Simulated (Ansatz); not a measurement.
Zr:

```
Zr
1.0
     0.00000    2.25500    2.25500
     2.25500    0.00000    2.25500
     2.25500    2.25500    0.00000
Zr
1
Cartesian
  0.0000 0.0000 0.0000
```

This isn't the form of Zr at room conditions, which is hcp.

```yaml
Program: Ansatz 0.2.0
Task: relaxation of cell and atoms
Functional: RPBE
Dispersion: D3(BJ)
Potentials_or_basis: all-electron LAPW, scalar-relativistic
Basis_error_allowed: 0.001 eV/atom
k_mesh: 10 × 10 × 10
Occupations: fermi-dirac, width 0.05 eV
Spin: collinear spin, random start
Starting_moments: "[0.51] μB"
Hubbard_terms: Zr d U = 8 eV
```

At the start: volume 22.93 Å³/atom.

Question: Where does the relaxation end?

Answer: Over 11 steps the energy falls by 532.1 meV/atom and the volume is 29.78 Å³/atom (+29.9 %); space group Im-3m (No. 229, to 0.05 Å); moment 2.92 μB per cell.

The path:
| step | energy change (eV) | largest force (eV/Å) | volume (Å³) |
| --- | --- | --- | --- |
| 1 | 0.0000 | 0.0000 | 22.93 |
| 2 | -0.1701 | 0.0000 | 24.72 |
| 3 | -0.3308 | 0.0000 | 26.67 |
| 4 | -0.4340 | 0.0000 | 29.13 |
| 5 | -0.4866 | 0.0000 | 30.29 |
| 6 | -0.5194 | 0.0000 | 30.21 |
| 7 | -0.5318 | 0.0000 | 29.77 |
| 8 | -0.5319 | 0.0000 | 29.76 |
| 9 | -0.5319 | 0.0000 | 29.78 |
| 10 | -0.5321 | 0.0000 | 29.78 |
| 11 | -0.5321 | 0.0000 | 29.78 |

Final structure:
```xyz
1
Lattice="0.0000 2.7683 2.7554 1.9523 0.0000 2.7554 1.9523 2.7683 0.0000" Properties=species:S:1:pos:R:3 pbc="T T T"
Zr    0.0000    0.0000    0.0000
```

Caveat: the electronic state changed during the relaxation; the volume moved by over 15 % at a fixed basis, so the end points are rough; the typed start of the occupations wasn't kept; U is the effective U less J, on atomic orbitals that reach past the spheres; the volume moved by +30 % from the deposited cell, more than functionals usually miss; pairwise dispersion overbinds metals, which lowers pressure and volume; the U is typed as a test and isn't derived for this compound.
